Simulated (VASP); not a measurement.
# SiC (Pm-3m) in VASP: a series of runs, part 2 of 2

VASP 6.6.1. The steps go on from the part before.

## (4) Single point, PBE

This run uses another cell than the first one, of 8.99 Å³/atom, 0.973 times its volume.

Input file INCAR:

```
SYSTEM = SiC
PREC     = Accurate       ! precision mode
ENCUT    = 520            ! plane-wave cutoff, eV
EDIFF    = 1E-6           ! SCF threshold, eV
ISMEAR   = -1             ! smearing method
SIGMA    = 0.02           ! smearing width, eV
LREAL    = .False.        ! projectors in reciprocal space
LASPH    = .True.         ! aspherical terms in the spheres
NELM     = 100            ! most SCF steps
ALGO     = Fast           ! electronic algorithm
ISIF     = 2              ! what is computed and relaxed
LWAVE    = .False.        ! write WAVECAR
LCHARG   = .False.        ! write CHGCAR
GGA      = PE             ! functional
NBANDS   = 11             ! bands
```

Input file KPOINTS:

```
Automatic mesh
0
Gamma
  10 10 10
  0 0 0
```

Input file POSCAR:

```
SiC
1.0
    2.6201228479      0.0000000000      0.0000000000
    0.0000000000      2.6201228479      0.0000000000
    0.0000000000      0.0000000000      2.6201228479
Si C
1 1
Direct
    0.0000000000      0.0000000000      0.0000000000
    0.5000000000      0.5000000000      0.5000000000
```

Potentials or basis: VASP PAW PBE potentials, release 64 (Si, C).

On the command line:

```bash
cat potpaw_PBE.64/Si/POTCAR potpaw_PBE.64/C/POTCAR > POTCAR
mpirun -np 1 vasp_std > vasp.out
```

OUTCAR:

```text
SYSTEM = SiC
   PREC = Accurate
   ENCUT = 520
   EDIFF = 1E-6
   ISMEAR = -1
   LREAL = .False.
   LASPH = .True.
   NELM = 100
   ISIF = 2
   GGA = PE

 ion  position               nearest neighbor table
   1  0.000  0.000  0.000-   2 2.27   2 2.27   2 2.27   2 2.27   2 2.27   2 2.27   2 2.27   2 2.27

   2  0.500  0.500  0.500-   1 2.27   1 2.27   1 2.27   1 2.27   1 2.27   1 2.27   1 2.27   1 2.27

  LATTYP: Found a simple cubic cell.
 ALAT       =     2.6201228479

  Lattice vectors:

 A1 = (   2.6201228479,   0.0000000000,   0.0000000000)
 A2 = (   0.0000000000,   2.6201228479,   0.0000000000)
 A3 = (   0.0000000000,   0.0000000000,   2.6201228479)

Analysis of symmetry for initial positions (statically):
=====================================================================
 Subroutine PRICEL returns:
 Original cell was already a primitive cell.

 Routine SETGRP: Setting up the symmetry group for a
 simple cubic supercell.

 Subroutine GETGRP returns: Found 48 space group operations
 (whereof 48 operations were pure point group operations)
 out of a pool of 48 trial point group operations.

The static configuration has the point symmetry O_h .

[... 166 lines left out ...]
 fundamental gap:      0.0137863736
 Fermi energy:        11.4675533590

 k-point     1 :       0.0000    0.0000    0.0000
  band No.  band energies     occupation
      1      -6.2597      2.00000
      2      10.3981      2.00000
      3      10.3981      2.00000
      4      10.3981      2.00000
      5      13.3226      0.00000
      6      16.4532      0.00000
      7      16.4532      0.00000
      8      24.5952      0.00000
      9      24.5952      0.00000
     10      24.5952      0.00000
     11      31.9115      0.00000
[... 309 lines left out ...]
 k-point    24 :       0.3000    0.1000    0.1000
  band No.  band energies     occupation
      1      -4.1323      2.00000
      2       3.6458      2.00000
      3      10.0694      2.00000
      4      10.3281      2.00000
      5      16.4911      0.00000
      6      17.7870      0.00000
      7      18.5035      0.00000
      8      22.0402      0.00000
      9      22.4432      0.00000
     10      27.9333      0.00000
     11      28.6694      0.00000

 [... further k-points ...]
[... 5 lines left out ...]
  --------------------------------------------------------------------------------------
  -------------------------------------------------------------------------------------
  Total        0.5215428      0.5215428      0.5215428      0.0000000      0.0000000      0.0000000
  in kB       46.4553294     46.4553294     46.4553294      0.0000000      0.0000000      0.0000000
  external PRESSURE =      46.4553294 kB  Pullay stress =       0.0000000 kB

 VOLUME and BASIS-vectors are now :
 -----------------------------------------------------------------------------
  energy-cutoff  :      520.00
  volume of cell :       17.99
      direct lattice vectors                 reciprocal lattice vectors
     2.620122848  0.000000000  0.000000000     0.381661494  0.000000000  0.000000000
     0.000000000  2.620122848  0.000000000     0.000000000  0.381661494  0.000000000
     0.000000000  0.000000000  2.620122848     0.000000000  0.000000000  0.381661494

 POSITION                                       TOTAL-FORCE (eV/Angst)
 -----------------------------------------------------------------------------------
      0.00000      0.00000      0.00000         0.000000      0.000000      0.000000
      1.31006      1.31006      1.31006         0.000000      0.000000      0.000000
 -----------------------------------------------------------------------------------
    total drift:                                0.000000      0.000000      0.000000

  FREE ENERGIE OF THE ION-ELECTRON SYSTEM (eV)
  ---------------------------------------------------
  free  energy   TOTEN  =       -10.8973203979 eV

  energy  without entropy=      -10.8946858044  energy(sigma->0) =      -10.89600310
```

OSZICAR:

```text
N       E                     dE             d eps       ncg     rms          rms(c)
DAV:   1     0.496896198171E+01    0.49690E+01   -0.39019E+03  1312   0.620E+02
DAV:   2    -0.109329475161E+02   -0.15902E+02   -0.15098E+02  1641   0.103E+02
DAV:   3    -0.113986843350E+02   -0.46574E+00   -0.45881E+00  1496   0.132E+01
DAV:   4    -0.113997683580E+02   -0.10840E-02   -0.10839E-02  1386   0.781E-01
DAV:   5    -0.113997705149E+02   -0.21569E-05   -0.21553E-05  1480   0.334E-02    0.526E+00
RMM:   6    -0.109080620211E+02    0.49171E+00   -0.33627E-01  1235   0.295E+00    0.222E+00
RMM:   7    -0.109013184556E+02    0.67436E-02   -0.14526E-02  1316   0.803E-01    0.123E+00
RMM:   8    -0.108973992524E+02    0.39192E-02   -0.61568E-03  1351   0.540E-01    0.102E-01
RMM:   9    -0.108973516696E+02    0.47583E-04   -0.68101E-04  1402   0.188E-01    0.908E-02
RMM:  10    -0.108973337015E+02    0.17968E-04   -0.92972E-05  1388   0.724E-02    0.240E-02
RMM:  11    -0.108973243768E+02    0.93247E-05   -0.25864E-05  1417   0.319E-02    0.140E-02
RMM:  12    -0.108973209031E+02    0.34737E-05   -0.35967E-06  1353   0.140E-02    0.581E-03
RMM:  13    -0.108973203979E+02    0.50518E-06   -0.28025E-07  1045   0.452E-03
   1 F= -.10897320E+02 E0= -.10896003E+02  d E =-.263459E-02
```

Wall time 5.9 s (1 thread of Intel Xeon Platinum 8488C (Sapphire Rapids), shared host); peak memory 0.12 GiB.

Results:

```yaml
Free_energy: -10.8973 eV
Pressure: 4.6 GPa
Band_gap_on_the_k_mesh: none (metal or under the smearing width)
```

## (5) The runs side by side

```tsv
task	cell	cutoff (eV)	gap on the mesh (eV)	pressure (GPa)
single point	Pm-3m, 9.25 Å³/atom	520	none	0.2
relaxation of cell and atoms	relaxed	600	none	0.1
single point	Pm-3m, 8.99 Å³/atom	520	none	4.6
```

Alike in all rows: level PBE; potentials or basis VASP PAW PBE potentials, release 64 (Si, C); no spin polarisation; k mesh 10 × 10 × 10; smearing fermi-dirac 0.02 eV.

Caveats: the volume moved by over 15 % at a fixed basis, so the end points are rough (some runs).

Absolute energies hang on the potentials; compare differences alone.
